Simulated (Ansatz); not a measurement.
# GaAs: the cost of one run

Method: DFT, PBE, PAW, task scf, in Ansatz 0.2 development build.

## (1) The system as given

It takes space group P-4m2 (No. 115, tetragonal). The conventional cell has a = 3.997 Å, b = 3.997 Å, c = 34.118 Å, α = 90.00°, β = 90.00°, γ = 90.00°. Around As (site symmetry -4m2) lie 4 Ga at 2.45 Å. Ga (site symmetry 2mm) is surrounded by 4 As at 2.45 Å. Around As (site symmetry 2mm) lie 4 Ga at 2.45 Å. Only part of the 13 independent sites is listed.

As a file:

```xyz
24
Lattice="3.9973 0.0000 0.0000 0.0000 3.9973 0.0000 0.0000 0.0000 34.1180" Properties=species:S:1:pos:R:3 pbc="T T T"
As    0.0000    0.0000    0.7066
Ga    1.9986    0.0000    2.1199
As    1.9986    1.9986    3.5331
Ga    0.0000    1.9986    4.9464
As    0.0000    0.0000    6.3596
Ga    1.9986    0.0000    7.7729
As    1.9986    1.9986    9.1861
Ga    0.0000    1.9986   10.5994
As    0.0000    0.0000   12.0126
Ga    1.9986    0.0000   13.4259
As    1.9986    1.9986   14.8391
Ga    0.0000    1.9986   16.2524
As    0.0000    0.0000   17.7656
Ga    1.9986    0.0000   19.2789
As    1.9986    1.9986   20.6921
Ga    0.0000    1.9986   22.1054
As    0.0000    0.0000   23.5186
Ga    1.9986    0.0000   24.9319
As    1.9986    1.9986   26.3451
Ga    0.0000    1.9986   27.7584
As    0.0000    0.0000   29.1716
Ga    1.9986    0.0000   30.5849
As    1.9986    1.9986   31.9981
Ga    0.0000    1.9986   33.4114
```

## (2) The run

Input file input.yaml:

```yaml
crystal:
  lattice:
    - [3.997274634048, 0, 0]
    - [0, 3.997274634048, 0]
    - [0, 0, 34.118]
  atoms:
    - { symbol: As, position: [0, 0, 0.02071120816] }
    - { symbol: Ga, position: [0.5, 0, 0.06213362448] }
    - { symbol: As, position: [0.5, 0.5, 0.1035560408] }
    - { symbol: Ga, position: [0, 0.5, 0.144978457119] }
    - { symbol: As, position: [0, 0, 0.186400873439] }
    - { symbol: Ga, position: [0.5, 0, 0.227823289759] }
    - { symbol: As, position: [0.5, 0.5, 0.269245706079] }
    - { symbol: Ga, position: [0, 0.5, 0.310668122399] }
    - { symbol: As, position: [0, 0, 0.352090538719] }
    - { symbol: Ga, position: [0.5, 0, 0.393512955038] }
    - { symbol: As, position: [0.5, 0.5, 0.434935371358] }
    - { symbol: Ga, position: [0, 0.5, 0.476357787678] }
    - { symbol: As, position: [0, 0, 0.52071120816] }
    - { symbol: Ga, position: [0.5, 0, 0.565064628642] }
    - { symbol: As, position: [0.5, 0.5, 0.606487044962] }
    - { symbol: Ga, position: [0, 0.5, 0.647909461281] }
    - { symbol: As, position: [0, 0, 0.689331877601] }
    - { symbol: Ga, position: [0.5, 0, 0.730754293921] }
    - { symbol: As, position: [0.5, 0.5, 0.772176710241] }
    - { symbol: Ga, position: [0, 0.5, 0.813599126561] }
    - { symbol: As, position: [0, 0, 0.855021542881] }
    - { symbol: Ga, position: [0.5, 0, 0.8964439592] }
    - { symbol: As, position: [0.5, 0.5, 0.93786637552] }
    - { symbol: Ga, position: [0, 0.5, 0.97928879184] }
kpoints:
  mp_grid: { grid: [12, 12, 15], shift: [0, 0, 0] }
hamiltonian:
  xc: pbe
  dispersion: none
  pseudopotentials: { kind: paw }
magnetization:
  spin_polarized: false
scf:
  occupations: { method: fermi_dirac, width: 0.025852 }
  max_iter: 300
output:
  transmission: { kmesh: [12, 12], e_range: [-1.3, 1.3], de: 0.0086173 }
```

On the command line:

```console
ansatz run input.yaml --threads 16 --backend cpu --max-ram 60GiB --events-out ev
```

Q: Estimate wall time and peak memory on 16 threads of Arm Neoverse V2 (Grace), shared host.

About 11 min, with a peak of 25 GiB.
